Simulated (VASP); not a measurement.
A run of VASP 6.6.1 is set up as follows.

The input INCAR:

```
SYSTEM = Al2O3
PREC     = Accurate       ! precision mode
ENCUT    = 520            ! plane-wave cutoff, eV
EDIFF    = 1E-6           ! SCF threshold, eV
ISMEAR   = 0              ! smearing method
SIGMA    = 0.013000000000000001 ! smearing width, eV
LREAL    = .FALSE.        ! projectors in reciprocal space
LASPH    = .TRUE.         ! aspherical terms in the spheres
NELM     = 80             ! most SCF steps
ALGO     = Fast           ! electronic algorithm
ISIF     = 2              ! what is computed and relaxed
LWAVE    = .FALSE.        ! write WAVECAR
LCHARG   = .FALSE.        ! write CHGCAR
GGA      = PE             ! functional
```

The input KPOINTS:

```
regular mesh
0
G
  7 7 7
  0 0 0
```

The input POSCAR:

```
Al2O3
1.0
    2.3802500000      1.3742379782      4.3318666667
   -2.3802500000      1.3742379782      4.3318666667
    0.0000000000     -2.7484759565      4.3318666667
Al O
4 6
Direct
    0.8521600000      0.8521600000      0.8521600000
    0.6478400000      0.6478400000      0.6478400000
    0.1478400000      0.1478400000      0.1478400000
    0.3521600000      0.3521600000      0.3521600000
    0.0566800000      0.7500000000      0.4433200000
    0.7500000000      0.4433200000      0.0566800000
    0.4433200000      0.0566800000      0.7500000000
    0.9433200000      0.2500000000      0.5566800000
    0.2500000000      0.5566800000      0.9433200000
    0.5566800000      0.9433200000      0.2500000000
```

Potentials or basis: VASP PAW PBE potentials, release 64 (Al, O).

Run with:

```console
$ cat potpaw_PBE.64/Al/POTCAR potpaw_PBE.64/O/POTCAR > POTCAR
$ mpirun -np 1 vasp_std > vasp.out
```

Q: What does it give for the pressure?

A: 7.2 GPa.

Q: Estimate the band gap on the k mesh.

A: 6.22 eV, direct.

Forces on the atoms (eV/Å):
```
Al   0.000  0.000 -0.027
Al   0.000  0.000  0.027
Al   0.000  0.000  0.027
Al   0.000  0.000 -0.027
O   -0.013 -0.022  0.000
O   -0.013  0.022  0.000
O    0.026  0.000  0.000
O    0.013  0.022  0.000
O    0.013 -0.022  0.000
O   -0.026  0.000  0.000
```

Caveat: an odd mesh through Γ misses points on the zone boundary, where band edges often lie.

The gap isn't set beside the measured one, since this odd mesh misses points on the zone boundary.
